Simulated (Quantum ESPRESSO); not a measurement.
**SnO2 (Cassiterite) under changes of volume**

One of the cells (11.922 Å³/atom); the others are scaled copies at fixed shape and fractional positions:

```
Sn O
1.0
     4.73800    0.00000    0.00000
     0.00000    4.73800    0.00000
     0.00000    0.00000    3.18650
Sn O
2 4
Direct
  0.50000 0.50000 0.50000
  0.00000 0.00000 0.00000
  0.80710 0.19290 0.50000
  0.69290 0.69290 0.00000
  0.19290 0.80710 0.50000
  0.30710 0.30710 0.00000
```

* Program: Quantum ESPRESSO 7.5
* Functional: PBE
* Potentials or basis: SSSP 1.3 efficiency PBE
* Cutoff: 816 eV
* Density cutoff: 6531 eV
* k mesh: 6 × 6 × 8
* Occupations: fermi-dirac, width 0.05 eV
* Spin: no spin polarisation

```tsv
volume (Å³/atom)	energy over the lowest point (meV/atom)	pressure (GPa)	gap on the mesh (eV)	largest force (eV/Å)
11.207	113.83	28.4	2.02	0.569
11.445	75.68	22.2	1.76	0.467
11.684	46.34	16.6	1.51	0.372
11.922	24.89	11.6	1.27	0.285
12.161	10.49	7.1	1.04	0.203
12.399	?	?	?	?
12.637	0.00	-0.5	0.62	0.057
```

Problem. What does the run at 12.399 Å³/atom give?

Solution. Energy over the lowest point 2.42 meV/atom; pressure 3.1 GPa; gap on the mesh 0.83 eV; largest force 0.127 eV/Å.

Worked out: A Birch-Murnaghan fit of order 3 (a polynomial in V^(-2/3)) to the other rows has its minimum at 12.63 Å³/atom with B0 = V·E''(V) = 180 GPa and B' = 4.9 at fixed shape and positions, which overstates the stiffness. It gives 2.44 meV/atom at 12.399 Å³/atom, against the run's 2.42, and -dE/dV = 3.5 GPa, against 3.1. A straight line through the other rows of the gap, of slope -11.7 eV per unit of ln V (its deformation potential), gives 0.82 eV, against the run's 0.83.

Energies are extrapolated to zero smearing.

Caveats: spin-orbit coupling is left out, which moves the levels of the heavy elements.
